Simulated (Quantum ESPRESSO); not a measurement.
**La: zone-centre phonons under several settings**

```xyz
2
Lattice="3.7500 0.0000 0.0000 -1.8750 3.2476 0.0000 0.0000 0.0000 6.0700" Properties=species:S:1:pos:R:3 pbc="T T T"
La    1.8750    1.0825    4.5525
La    0.0000    2.1651    1.5175
```

This isn't the form of La at room conditions, which is double hcp.

All runs used Quantum ESPRESSO 7.5; no spin polarisation; cutoff 612 eV.

```tsv
level	potentials	k mesh (s: shifted)	geometry	occupations	volume (Å³/atom)	pressure (GPa)	lowest optical mode without the field (cm⁻¹)
revPBE	GBRV 1.5 PBE	8 × 8 × 4s	given cell, atoms relaxed	cold, width 0.272 eV	36.96	?	?
LDA	GBRV 1.5 LDA	8 × 8 × 5	relaxed cell	cold, width 0.136 eV	33.03	0.0	24i
```

**Question.** What stands in the row left open?

**Answer.** Pressure 1.5 GPa; lowest optical mode without the field 57 cm⁻¹.

Values marked i are imaginary: the cell is unstable against those modes at that level, or the meshes are too thin.

Caveats: the potentials were made for another functional, which shifts forces and pressure (some runs); the mesh is thin for the phonons of a metal (some runs); some modes are imaginary (some runs).

For the row left open. Caveat: the potentials were made for another functional, which shifts forces and pressure.
